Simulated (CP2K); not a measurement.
Crystal: MgS (Niningerite).

```
CELL_PARAMETERS angstrom
3.67929 0.00000 0.00000
1.83964 3.18636 0.00000
1.83964 1.06212 3.00413
ATOMIC_POSITIONS crystal
S 0.50000 0.50000 0.50000
Mg 0.00000 0.00000 0.00000
```

Base run:

| Property | Result |
| --- | --- |
| Program | CP2K 2026.2 |
| Functional | revPBE |
| Potentials or basis | POTENTIAL_UZH S GTH-PBE-q6, Mg GTH-PBE-q10; TZVP-MOLOPT-PBE-GTH basis |
| Density cutoff | 19048 eV |
| k mesh | 9 × 9 × 9 |
| Occupations | fermi-dirac, width 0.05 eV |
| Spin | no spin polarisation |

Its results: band gap on the k mesh 3.00 eV, indirect (least direct gap 3.78 eV).

The run is repeated on the same cell with these changes: functional from revPBE to TB-mBJ; occupations from fermi-dirac, width 0.05 eV to fermi-dirac, width 0.01 eV. What comes out?

Band gap on the k mesh 3.11 eV, indirect (least direct gap 4.24 eV).

Caveats: the mesh misses the band edges, which the band path finds closer together; the basis of atomic orbitals isn't converged, which shifts pressures, moduli and gaps; this is a model potential without an energy functional, so only levels have meaning (some runs).

Not every run made on this cell is shown here.
